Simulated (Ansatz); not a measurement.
# Carriers in TlCl (Pm-3m)

```
CELL_PARAMETERS angstrom
3.76930 0.00000 0.00000
0.00000 3.76930 0.00000
0.00000 0.00000 3.76930
ATOMIC_POSITIONS crystal
Tl 0.00000 0.00000 0.00000
Cl 0.50000 0.50000 0.50000
```

Level of theory, where no other is named: PBEsol, all-electron LAPW in Ansatz 0.2.0, scalar-relativistic. k mesh 6×6×6, fixed occupations, basis error target 1 meV/atom. The cell was relaxed by PAW under this functional, which moved its volume by -5 % from the database entry's.

Extrema are searched on a 10×10×10 mesh and refined by Newton steps; masses come from band slopes 0.005 Å⁻¹ away, 1/m* = (1/ħ²) d²E/dk², negative for holes (the finite step makes the lightest masses up to about 3 % heavy). k is in units of the reciprocal vectors.

Question: Where are the band edges, and is the gap direct?

Answer: The valence maximum lies at X (0.000, 0.000, -0.500) and the conduction minimum at X (0.000, 0.000, -0.500), so the Kohn-Sham gap of 1.794 eV is direct. A further conduction extremum at R (-0.500, -0.500, -0.500) lies 0.392 eV from the edge (1 equivalent point).

Question: What are the electron masses at the edge?

Answer: The principal masses are 0.143, 0.27, 0.27 mₑ. One valley has a density-of-states mass (m₁m₂m₃)^(1/3) = 0.218; 3 valleys give N^(2/3) times that, 0.454; the direction-averaged conductivity mass 3/Σ(1/mᵢ) is 0.208 mₑ.

Question: What are the hole masses at the edge?

Answer: The principal masses are 0.207, 0.545, 0.545 mₑ. One valley has a density-of-states mass (m₁m₂m₃)^(1/3) = 0.395; 3 valleys give N^(2/3) times that, 0.821; the direction-averaged conductivity mass 3/Σ(1/mᵢ) is 0.353 mₑ.

Question: Along the Cartesian direction 010 the conduction slope is 0.1413 eV·Å one step out. What is it four steps out, and what does that say?

Answer: 0.5633 eV·Å, 3.985 times the first; a parabola would give 4, so the band is nearly parabolic here.

Question: What electronic dielectric constant and refractive index follow from the same bands (independent particles)?

Answer: ε∞ = (6.47, 6.47, 6.47), so n ≈ √ε∞ = 2.54 (mean over directions) well under the gap and the normal reflectivity is ((n − 1)/(n + 1))² = 0.190. Local fields, left out here, lower ε∞ by several per cent.

Question: What gap does PAW give in the same cell?

Answer: 1.795 eV, 1 meV from the LAPW value.

Question: Cells strained by ±0.5 % (all lengths, zz alone, equal engineering shears γ in yz, zx, xy; ions relaxed) give deformation potentials. How do the edge levels move, in eV per unit strain against the centre of the top valence set?

Answer: 

| point | k | side | bands | level (eV) | d/dlnV | d/dε_zz | d/dγ | split/ε_zz | split/γ |
| --- | --- | --- | --- | --- | --- | --- | --- | --- | --- |
| Gamma | 0.00 0.00 0.00 | valence | 3 | -1.799 | 5.15 | 4.01 | 0.00* | 7.45 | 6.35 |
| Gamma | 0.00 0.00 0.00 | conduction | 2 | 7.468 | 3.08 | 1.93 | 0.00* | 8.51 | 0.00 |
| X | 0.00 0.00 0.50 | valence | 1 | 0.000 | 0.00 | 0.00 | 0.00* | – | – |
| X | 0.00 0.00 0.50 | conduction | 1 | 1.794 | 2.81 | 6.09 | 0.00* | – | – |
| X | 0.00 0.50 0.00 | valence | 1 | 0.000 | 0.00 | -1.72 | 0.00* | – | – |
| X | 0.00 0.50 0.00 | conduction | 1 | 1.794 | 2.81 | -0.55 | 0.00* | – | – |
| R | 0.50 0.50 0.50 | valence | 1 | -2.143 | -0.74 | -1.88 | -0.14 | – | – |
| M | -0.50 -0.50 0.00 | valence | 1 | -1.264 | 4.24 | 0.07 | 0.00 | – | – |
| M | -0.50 -0.50 0.00 | conduction | 2 | 4.835 | -0.58 | -5.48 | 0.00 | 0.00 | 8.53 |
| M | -0.50 0.00 -0.50 | valence | 1 | -1.264 | 4.24 | 4.60 | 0.00 | – | – |
| M | -0.50 0.00 -0.50 | conduction | 2 | 4.835 | -0.58 | 0.14 | 0.00 | 10.79 | 8.53 |

Sets with another level within 0.15 eV are left out, since it mixes in under strain; the reference set stays in any case. Entries marked * vanish by symmetry to first order; what they show is the residue of the finite step. These cells use a basis error target of 0.5 meV/atom.

Known limits: no spin-orbit coupling on heavy atoms; two errors of opposite sign act on the gap: semilocal levels put it low, and leaving out spin-orbit coupling puts it high by tenths of an eV; the frozen-core PAW files of the compared runs were fitted under PBE, their cores solved anew for this functional.
